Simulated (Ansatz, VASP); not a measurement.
# Rb in VASP and in Ansatz

INCAR

```
  PREC = Accurate
  ENCUT = 520
  EDIFF = 1E-6
  ISMEAR = -1
  SIGMA = 0.1
  LREAL = F
  LASPH = T
  NELM = 100
  ALGO = Normal
  ISIF = 2
  LWAVE = F
  LCHARG = F
  GGA = CA
  NBANDS = 16
```

The input KPOINTS:

```
Automatic mesh
0
Gamma
  9 9 5
```

Contents of POSCAR:

```
Rb
1.0
    4.2502457240      0.0000000000      0.0000000000
   -2.1251228620      3.6808207693      0.0000000000
    0.0000000000      0.0000000000      6.9862855379
Rb
2
Direct
    0.3333333333      0.6666666667      0.2500000000
    0.6666666667      0.3333333333      0.7500000000
```

Input for Ansatz:

```yaml
crystal:
  lattice:
    - [4.250245724, 0.0, 0.0]
    - [-2.125122862, 3.6808207693, 0.0]
    - [0.0, 0.0, 6.9862855379]
  atoms:
    - { symbol: Rb, position: [0.3333333333, 0.6666666667, 0.25] }
    - { symbol: Rb, position: [0.6666666667, 0.3333333333, 0.75] }
kpoints:
  mp_grid: { grid: [9, 9, 5] }
scf:
  occupations: { method: fermi_dirac, width: 0.1 }
hamiltonian:
  xc: lda
  pseudopotentials: { kind: paw }
output:
  forces: true
  stress: true
  eigenvalues: true
  populations: true
  write_density: true
  write_potential: true
  elf: true
  volumetric_format: npy
```

Change from the starting cell: volume scaled by 0.7, PAW files.

Alike in both runs: task single point; functional LDA; k mesh 9 × 9 × 5; occupations fermi-dirac, width 0.1 eV; no spin polarisation.

|  | VASP | Ansatz |
| --- | --- | --- |
| version | VASP 6.6.1 | Ansatz 0.2.0 |
| potentials or method | VASP PAW LDA potentials, release 64 (Rb_sv) | PAW with Ansatz's default frozen-core files, scalar-relativistic |
| plane-wave cutoff (eV) | 520 | 420 |
| valence electrons in the cell | 18 | 18 |

```tsv
	VASP	Ansatz	Ansatz less VASP
pressure (GPa)	2.3	2.3	0.00
```
